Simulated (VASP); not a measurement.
# GeH₄S: harmonic vibrations of a molecule

GeH₄S, molecule in box, 6 atoms in the cell. PBE, harmonic vibrations; PAW potentials S, Ge_d, H (PBE set).

## Input

INCAR.step1:
```
  PREC = Accurate
  ENCUT = 350
  EDIFF = 1E-8
  ISMEAR = 0
  SIGMA = 0.01
  ISYM = 0
  LREAL = False
  LASPH = True
  NELM = 100
  ALGO = Normal
  LWAVE = False
  LCHARG = False
  IBRION = 2
  NSW = 60
  ISIF = 2
  EDIFFG = -0.002
  POTIM = 0.5
```

INCAR.step2, as INCAR.step1 but for:
```
- IBRION = 2
- NSW = 60
- ISIF = 2
- EDIFFG = -0.002
- POTIM = 0.5
+ IBRION = 5
+ NFREE = 2
+ POTIM = 0.015
+ NSW = 1
```

KPOINTS:
```
k-points
0
Gamma
  1 1 1
```

POSCAR.step1:
```
GeH4S
1.0
   12.0000000000      0.0000000000      0.0000000000
    0.0000000000     13.0000000000      0.0000000000
    0.0000000000      0.0000000000     12.0000000000
S Ge H
1 1 4
Direct
    0.6057083300      0.4278423100      0.6070375000
    0.5204250000      0.5523730800      0.5128041700
    0.5833000000      0.3546269200      0.5313375000
    0.3964583300      0.5265884600      0.4971958300
    0.5758916700      0.5678269200      0.3986291700
    0.5342916700      0.6486038500      0.5852708300
```

Commands (each step's output is kept before the next begins):
```
cat potpaw_PBE.64/S/POTCAR potpaw_PBE.64/Ge_d/POTCAR potpaw_PBE.64/H/POTCAR > POTCAR
cp INCAR.step1 INCAR
cp POSCAR.step1 POSCAR
mpirun -np 4 vasp_gam > vasp.out
cp CONTCAR POSCAR
cp INCAR.step2 INCAR
mpirun -np 4 vasp_gam > vasp.out
```

## Result

- Vibrations (cm⁻¹; a negative value is imaginary): 2629, 2110, 2084, 2075, 862, 848, 806, 759, 549, 494, 380, 154
- Zero-point energy (eV): 0.852
- Translations and rotations, which should read zero (cm⁻¹): -14, -7, -2, 5, 12, 30
- Vibrational entropy at 298 K (meV/K): 0.245
- Displaced cells: 36
- Ionic steps, all stages: 52
- Electronic steps, all stages: 871

VASP 6.6.1 took 831 s on 4 cores (Intel Xeon Platinum 8488C (Sapphire Rapids)), a shared host.
